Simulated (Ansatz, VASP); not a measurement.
Given: the input of a run of VASP 6.6.1 on Ba.

The input INCAR:

```
SYSTEM = Ba
  PREC = Accurate
  ENCUT = 520
  EDIFF = 1E-7
  ISMEAR = -1
  SIGMA = 0.05
  LREAL = .False.
  LASPH = .True.
  NELM = 80
  ALGO = Normal
  ISIF = 2
  LWAVE = .False.
  LCHARG = .False.
  GGA = PE
  NBANDS = 11
```

File KPOINTS:

```
Automatic mesh
0
Gamma
  7 7 7
  0 0 0
```

File POSCAR:

```
Ba
1.0
    0.0000000000      3.2960666875      3.2960666875
    3.2960666875      0.0000000000      3.2960666875
    3.2960666875      3.2960666875      0.0000000000
Ba
1
Direct
    0.0000000000      0.0000000000      0.0000000000
```

Potentials or basis: VASP PAW PBE potentials, release 64 (Ba_sv).

The run is started by

```sh
$ cat potpaw_PBE.64/Ba_sv/POTCAR > POTCAR
$ mpirun -np 1 vasp_std > vasp.out
```

Problem. Set up the same calculation for Ansatz 0.2.0. Potentials there: Ansatz PAW.

Solution. As run (the cutoff follows the program's own potentials):

File input.yaml:

```yaml
crystal:
  lattice:
    - [0.0, 3.2960666875, 3.2960666875]
    - [3.2960666875, 0.0, 3.2960666875]
    - [3.2960666875, 3.2960666875, 0.0]
  atoms:
    - { symbol: Ba, position: [0.0, 0.0, 0.0] }
hamiltonian:
  xc: pbe
  pseudopotentials: { kind: paw }
kpoints:
  mp_grid: { grid: [7, 7, 7] }
scf:
  occupations: { method: fermi_dirac, width: 0.05 }
output:
  forces: true
  stress: true
  eigenvalues: true
```

Potentials or basis: Ansatz PAW.

Run with:

```sh
$ ansatz run input.yaml --threads 1 --pin off --max-ram 3584MiB --backend cpu --events-out ev --progress --plain --runs-dir out
```

Both were run:

|  | VASP | Ansatz | Ansatz less VASP |
| --- | --- | --- | --- |
| gap on the k mesh at the Fermi level (eV) | none | none | - |
| pressure (GPa) | -0.7 | -0.8 | -0.03 |

A gap of «none» marks a metal or a gap that the smearing closes. The functional is the same, so the differences come from potentials, cutoffs and numerics.

Spin-orbit coupling is left out, which matters for the levels of Ba.
